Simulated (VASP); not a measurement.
A run of VASP 6.6.1:

File POSCAR:

```
Co
1.0
    2.4719999032      0.0000000000      0.0000000000
   -1.2359999516      2.1408147143      0.0000000000
    0.0000000000      0.0000000000      4.0211440800
Co
2
Direct
    0.6666666667      0.3333333333      0.7500000000
    0.3333333333      0.6666666667      0.2500000000
```

The input INCAR.step1:

```
  PREC = Accurate
  ENCUT = 520
  EDIFF = 1E-7
  ISMEAR = -1
  SIGMA = 0.1
  LREAL = False
  LASPH = True
  NELM = 120
  ALGO = Normal
  ISIF = 2
  LWAVE = False
  LCHARG = True
  ISPIN = 2
  MAGMOM = 2 -2
  LORBIT = 11
  LMAXMIX = 4
  LDAU = True
  LDAUTYPE = 1
  LDAUL = 2
  LDAUU = 6
  LDAUJ = 0.9
  LDAUPRINT = 1
  GGA = RP
  NBANDS = 20
```

Contents of KPOINTS.step1:

```
regular mesh
0
Gamma
  12 12 7
```

INCAR.step2

```
  PREC = Accurate
  ENCUT = 520
  EDIFF = 1E-7
  ISMEAR = 0
  SIGMA = 0.05
  LREAL = False
  LASPH = True
  NELM = 120
  ALGO = Normal
  ISIF = 2
  LWAVE = False
  LCHARG = False
  ISPIN = 2
  MAGMOM = 2 -2
  LORBIT = 11
  LMAXMIX = 4
  LDAU = True
  LDAUTYPE = 1
  LDAUL = 2
  LDAUU = 6
  LDAUJ = 0.9
  LDAUPRINT = 1
  GGA = RP
  NBANDS = 20
  ICHARG = 11
```

Contents of KPOINTS.step2:

```
path GMKGALHA,LM,KH
15
line-mode
reciprocal
 0.0000000000  0.0000000000  0.0000000000  G
 0.5000000000  0.0000000000  0.0000000000  M

 0.5000000000  0.0000000000  0.0000000000  M
 0.3333333333  0.3333333333  0.0000000000  K

 0.3333333333  0.3333333333  0.0000000000  K
 0.0000000000  0.0000000000  0.0000000000  G

 0.0000000000  0.0000000000  0.0000000000  G
 0.0000000000  0.0000000000  0.5000000000  A

 0.0000000000  0.0000000000  0.5000000000  A
 0.5000000000  0.0000000000  0.5000000000  L

 0.5000000000  0.0000000000  0.5000000000  L
 0.3333333333  0.3333333333  0.5000000000  H

 0.3333333333  0.3333333333  0.5000000000  H
 0.0000000000  0.0000000000  0.5000000000  A

 0.5000000000  0.0000000000  0.5000000000  L
 0.5000000000  0.0000000000  0.0000000000  M

 0.3333333333  0.3333333333  0.0000000000  K
 0.3333333333  0.3333333333  0.5000000000  H
```

Potentials or basis: VASP PAW PBE potentials, release 64 (Co).

Run with:

```sh
$ cat potpaw_PBE.64/Co/POTCAR > POTCAR
$ cp INCAR.step1 INCAR
$ cp KPOINTS.step1 KPOINTS
$ mpirun -np 1 vasp_std > vasp.out
$ cp INCAR.step2 INCAR
$ cp KPOINTS.step2 KPOINTS
$ mpirun -np 1 vasp_std > vasp.out
```

Hardware: 1 thread of Intel(R) Xeon(R) Platinum 8488C (Sapphire Rapids), with other jobs on the host.

**Question.** Estimate the wall time of this run.

**Answer.** Run time: 110 s on 1 thread of Intel(R) Xeon(R) Platinum 8488C (Sapphire Rapids) (shared host), peak memory 0.19 GiB. Counts: scf iterations 8, k points 135.
